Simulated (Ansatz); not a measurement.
## Bands of SnO

```
CELL_PARAMETERS angstrom
0.00000 2.73759 2.73759
2.73759 0.00000 2.73759
2.73759 2.73759 0.00000
ATOMIC_POSITIONS crystal
Sn 0.00000 0.00000 0.00000
O 0.25000 0.25000 0.25000
```

Atoms are numbered in the order listed.

The cell was built from the zincblende type and relaxed in the same program, and has space group F-43m; it needn't be a known or the stable phase.

No spin–orbit coupling, which matters for the heavy atoms here.

Level of theory: Ansatz 0.2.0, DFT, PBE, all-electron LAPW, scalar-relativistic.

Settings: a Γ-centred 12×12×12 k mesh, Fermi–Dirac smearing of 0.08 eV, basis error target 1 meV/atom, no spin polarisation.

Points in fractions of the reciprocal vectors of this cell: Γ (0, 0, 0), X (-0.5, -0.5, 0), U (-0.375, -0.375, 0.25), K (-0.375, 0, 0.375), L (0, 0, 0.5), W (-0.5, -0.25, 0.25). The path joins them by straight lines in the order Γ–X–U–K–Γ–L–W–X; legs that retrace an earlier one aren't tabulated. Energies are in eV from the Fermi level.

(1) Is there a gap?

(2) List the levels between -14 and 4 eV at the symmetry points.

## Answers

(1) None at this level of theory (metallic, semimetallic, or a small gap that the functional closes).

(2) 
Γ: -6.23, -3.46 (×3)
X: -7.60, -4.60 (×2), -0.51, -0.17
U: -7.51, -5.22, -4.37, -0.33, 0.82, 3.39
K: -7.51, -5.22, -4.37, -0.33, 0.82, 3.39
L: -7.76, -3.87 (×2), -2.34, 1.71
W: -7.46, -4.97, -4.94, 0.02, 1.41, 2.58
